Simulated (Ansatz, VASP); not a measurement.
# Two plane-wave programs on ZnGe2N2

Contents of INCAR:

```
PREC = Accurate
ENCUT = 600
EDIFF = 1E-7
ISMEAR = 0
SIGMA = 0.15
LREAL = F
LASPH = T
NELM = 60
ALGO = Normal
ISIF = 3
LWAVE = F
LCHARG = F
GGA = PE
IBRION = 2
NSW = 36
EDIFFG = -0.08
```

Contents of KPOINTS:

```
regular mesh
0
Gamma
  4 4 2
```

POSCAR

```
ZnGe2N2
1.0
    3.7472573500      0.0000000000      0.0000000000
   -1.8736286700      3.2452200600      0.0000000000
    0.0000000000      0.0000000000      6.4858799000
Zn Ge N
1 2 2
Direct
    0.6666666700      0.3333333300      0.5000000000
    0.3333333300      0.6666666700      0.8274786400
    0.3333333300      0.6666666700      0.1725213600
    0.3333333300      0.6666666700      0.5000000000
    0.0000000000      0.0000000000      0.0000000000
```

Input for Ansatz:

```yaml
crystal:
  lattice:
    - [3.74725735, 0.0, 0.0]
    - [-1.87362867, 3.24522006, 0.0]
    - [0.0, 0.0, 6.4858799]
  atoms:
    - { symbol: Zn, position: [0.66666667, 0.33333333, 0.5] }
    - { symbol: Ge, position: [0.33333333, 0.66666667, 0.82747864] }
    - { symbol: Ge, position: [0.33333333, 0.66666667, 0.17252136] }
    - { symbol: "N", position: [0.33333333, 0.66666667, 0.5] }
    - { symbol: "N", position: [0.0, 0.0, 0.0] }
basis:
  ecutwfc: 420
kpoints:
  mp_grid: { grid: [4, 4, 2] }
hamiltonian:
  xc: pbe
scf:
  occupations: { method: gaussian, width: 0.15 }
  lower_state_search: "off"
output:
  forces: true
  stress: true
  eigenvalues: true
relax:
  adjacent_minimum: "off"
  f_tol: 0.08
  max_steps: 16
  cell: { stress_tol: 0.8 }
```

Alike in both runs: task relaxation of cell and atoms; functional PBE; k mesh 4 × 4 × 2; occupations gaussian, width 0.15 eV; no spin polarisation.

|  | VASP | Ansatz |
| --- | --- | --- |
| version | VASP 6.6.1 | Ansatz 0.2.0 |
| potentials or method | VASP PAW PBE potentials, release 64 (Zn, Ge_d, N) | scalar-relativistic, plane waves, PAW |
| plane-wave cutoff (eV) | 600 | 420 |
| valence electrons in the cell | 50 | 50 |

Ansatz gave:

```
gap on the k mesh at the Fermi level, each at its own relaxed structure (eV) : none
relaxed volume (Å³/atom)                                                     : 14.01
relaxed cell length with the largest relative difference (Å)                 : 3.336
energy change over the relaxation (meV/atom)                                 : -337
```

Task: Which values does VASP return?

Result: gap on the k mesh at the Fermi level, each at its own relaxed structure (eV): none; relaxed volume (Å³/atom): 14.07; relaxed cell length with the largest relative difference (Å): 3.345; energy change over the relaxation (meV/atom): -333.

A gap of «none» marks a metal or a gap that the smearing closes.

Caveats: the k mesh is coarse (spacing up to 0.48 Å⁻¹), so the values aren't converged.
